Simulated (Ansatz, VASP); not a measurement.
One calculation of SnO2 (Cassiterite), two programs

INCAR

```
SYSTEM = SnO2
PREC = Accurate ; ENCUT = 600
EDIFF = 1E-6 ; ISMEAR = -1
SIGMA = 0.05 ; LREAL = .FALSE.
LASPH = .TRUE. ; NELM = 80
ALGO = Normal ; ISIF = 3
LWAVE = .FALSE. ; LCHARG = .FALSE.
GGA = PS ; IVDW = 13
IBRION = 2 ; NSW = 60
EDIFFG = -0.02
```

File KPOINTS:

```
Automatic mesh
0
G
  6 6 8
  0 0 0
```

Contents of POSCAR:

```
SnO2
1.0
    4.7380000000      0.0000000000      0.0000000000
    0.0000000000      4.7380000000      0.0000000000
    0.0000000000      0.0000000000      3.1865000000
Sn O
2 4
Direct
    0.5000000000      0.5000000000      0.5000000000
    0.0000000000      0.0000000000      0.0000000000
    0.8071000000      0.1929000000      0.5000000000
    0.6929000000      0.6929000000      0.0000000000
    0.1929000000      0.8071000000      0.5000000000
    0.3071000000      0.3071000000      0.0000000000
```

Contents of input.yaml:

```yaml
crystal:
  lattice:
    - [4.738, 0.0, 0.0]
    - [0.0, 4.738, 0.0]
    - [0.0, 0.0, 3.1865]
  atoms:
    - { symbol: Sn, position: [0.5, 0.5, 0.5] }
    - { symbol: Sn, position: [0.0, 0.0, 0.0] }
    - { symbol: O, position: [0.8071, 0.1929, 0.5] }
    - { symbol: O, position: [0.6929, 0.6929, 0.0] }
    - { symbol: O, position: [0.1929, 0.8071, 0.5] }
    - { symbol: O, position: [0.3071, 0.3071, 0.0] }
hamiltonian:
  xc: pbesol
  pseudopotentials: { kind: paw }
  dispersion: d4
kpoints:
  mp_grid: { grid: [6, 6, 8] }
scf:
  occupations: { method: fermi_dirac, width: 0.05 }
output:
  forces: true
  stress: true
relax:
  f_tol: 0.01
  max_steps: 40
  cell: { stress_tol: 0.05 }
```

Alike in both runs: task relaxation of cell and atoms; functional PBEsol; dispersion D4; k mesh 6 × 6 × 8; occupations fermi-dirac, width 0.05 eV; no spin polarisation.

|  | VASP | Ansatz |
| --- | --- | --- |
| version | VASP 6.6.1 | Ansatz 0.2.0 |
| potentials or method | VASP PAW PBE potentials, release 64 (Sn_d, O) | Ansatz PAW |
| plane-wave cutoff (eV) | 600 | 420 |
| valence electrons in the cell | 52 | 52 |

|  | VASP | Ansatz | Ansatz less VASP |
| --- | --- | --- | --- |
| relaxed volume (Å³/atom) | 12.08 | 12.05 | -0.027 |
| relaxed cell length with the largest relative difference (Å) | 3.209 | 3.206 | -0.0032 |
| energy change over the relaxation (meV/atom) | -2 | -2 | +0.6 |

Caveats: spin-orbit coupling is left out, which moves the levels of the heavy elements; the PAW data sets were made with another functional, which shifts forces and pressure a little (VASP); the plane-wave basis is chosen anew once the cell has moved, so the energies of steps on either side of that aren't comparable (Ansatz); the pressure holds a Pulay correction of +0.9 GPa for the finite cutoff (Ansatz); the PAW data sets come from PBE, with cores solved anew for the run's functional, which leaves a small shift of forces and pressure (Ansatz). PBEsol gaps usually lie below the measured ones, often by a third to a half. Zero-point motion and thermal expansion aren't in these numbers.
